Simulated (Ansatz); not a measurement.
Relaxed structure of H2O on the (110) surface of Nb, one molecule per 30.2 Å² (the molecule's atoms stand last):

```xyz
15
Lattice="5.6582 0.0000 0.0000 -1.8861 5.3346 0.0000 0.0000 0.0000 22.6199" Properties=species:S:1:pos:R:3 pbc="T T T"
Nb    0.9430    1.3336    8.0000
Nb    0.0000    4.0009    8.0000
Nb    3.7721    1.3336    8.0000
Nb    2.8291    4.0009    8.0000
Nb    1.8807    2.6732   10.2755
Nb    2.8350    0.0006   10.2825
Nb   -0.9412    2.6636   10.2881
Nb    0.0048   -0.0021   10.2805
Nb    2.7814    4.0093   12.5528
Nb    3.7928    1.3058   12.5606
Nb    0.0343    3.9878   12.7025
Nb    0.9166    1.3713   12.5491
O     5.2465    4.0583   15.0127
H     4.7321    3.2186   15.0744
H     4.5738    4.7759   15.0808
```

The calculation used DFT PBE+D3(BJ), scalar-relativistic, plane waves, PAW in Ansatz 0.2.0. Cutoff 420 eV; k points 4×4×1 on the computed 15-atom cell (Γ-centred); Gaussian smearing, width 0.10 eV; no spin polarisation. A dipole correction removes the field between periodic images along c.

The slab and the molecular layer are also computed alone at these places.

Task: How does the adsorption energy per molecule split into interaction and deformation?

Result: E_ads = -0.702 eV: interaction of the rigid parts -0.767 eV, deformation of the slab +0.073 eV, deformation of the molecule with its lateral interactions -0.008 eV.

Task: How much charge moves across the plane at z = 13.86 Å, midway between slab and molecule?

Result: No net charge (under 0.01 e); half the integral of |Δρ| is 0.38 e.